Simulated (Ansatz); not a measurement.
# InGaAs2: the cost of one run

Computed with Ansatz 0.2.0 (DFT PBE, scalar-relativistic, plane waves, PAW, unless a step's input says otherwise).

## Step 1: The structure to begin with

Symmetry: P4mm, No. 99, tetragonal system. Conventional cell: a = 5.623 Å, b = 5.623 Å, c = 3.396 Å, α = 90.00°, β = 90.00°, γ = 90.00°. In (site symmetry 4mm) has 4 As at 3.04 Å and 2 In at 3.40 Å in its first shell of neighbours. Ga (site symmetry 4mm) is surrounded by 4 As at 2.92 Å. As (site symmetry 2mm) is surrounded by 2 Ga at 2.92 Å and 2 In at 3.04 Å.

Structure file:

```
CELL_PARAMETERS angstrom
5.62306 0.00000 0.00000
0.00000 5.62306 0.00000
0.00000 0.00000 3.39555
ATOMIC_POSITIONS crystal
In 0.50000 0.50000 0.95941
Ga 0.00000 0.00000 0.38377
As 0.50000 0.00000 0.61745
As 0.00000 0.50000 0.61745
```

A structure generator made this guess: random cell by space group and Wyckoff sites (P4mm, No. 99). Its size is a rough estimate.

## Step 2: A first look at the guess

Contents of input.yaml:

```yaml
crystal:
  lattice:
    - [5.62305951, 0.0, 0.0]
    - [0.0, 5.62305951, 0.0]
    - [0.0, 0.0, 3.39555457]
  atoms:
    - { symbol: In, position: [0.5, 0.5, 0.95941499] }
    - { symbol: Ga, position: [0.0, 0.0, 0.38377049] }
    - { symbol: As, position: [0.5, 0.0, 0.61744517] }
    - { symbol: As, position: [0.0, 0.5, 0.61744517] }
basis:
  ecutwfc: 420
kpoints:
  mp_grid: { grid: [4, 4, 6] }
hamiltonian:
  xc: pbe
scf:
  occupations: { method: gaussian, width: 0.1 }
  lower_state_search: "off"
output:
  forces: true
  stress: true
  eigenvalues: true
```

Command:

```bash
ansatz run input.yaml --threads 1 --pin off --max-ram 2560MiB --backend cpu --events-out ev --progress --plain --runs-dir out
```

What time and memory should one allow on 1 thread of Intel Xeon Platinum 8259CL at 2.50GHz (Skylake/Cascade Lake), shared host?

About 8.8 s, with a peak of 0.44 GiB.
